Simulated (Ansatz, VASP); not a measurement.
## One calculation of AlN, two programs

```
Al N
1.0
     0.00000   -2.20157   -2.20157
    -2.20157    0.00000   -2.20157
     2.20157    2.20157   -4.40314
Al N
2 2
Direct
  0.99011 0.03445 0.99823
  0.50636 0.46201 0.49823
  0.37113 0.41086 0.87841
  0.88569 0.84595 0.37841
```

Change from the starting cell: mode 4 frozen in at -0.102 Å and mode 10 at -0.030 Å (largest displacements).

Alike in both runs: task single point; functional PBE; k mesh 6 × 6 × 6; occupations gaussian, width 0.05 eV; no spin polarisation.

|  | VASP | Ansatz |
| --- | --- | --- |
| version | VASP 6.6.1 | Ansatz 0.2.0 |
| potentials or method | VASP PAW PBE potentials, release 64 (Al, N) | scalar-relativistic, plane waves, PAW |
| plane-wave cutoff (eV) | 520 | 520 |
| valence electrons in the cell | 16 | 16 |

|  | VASP | Ansatz | Ansatz less VASP |
| --- | --- | --- | --- |
| gap on the k mesh at the Fermi level (eV) | 3.14 | 3.15 | +0.007 |
| least direct gap on the mesh (eV) | 3.64 | 3.65 | +0.005 |
| pressure (GPa) | -0.3 | 0.0 | +0.26 |
| largest component of the traceless stress (GPa) | 2.61 | 2.60 | -0.012 |
| rms of the force components (eV/Å) | 0.449 | 0.448 | -0.0012 |

Atom by atom the forces differ by 0.001 eV/Å (rms over components). With one functional, cell and mesh, what is left measures potentials, basis and numerics.

Caveats: forces of over 1 eV/Å show positions far from the minimum, so gaps and moduli don't describe the material at rest. A k mesh can miss the band edges.
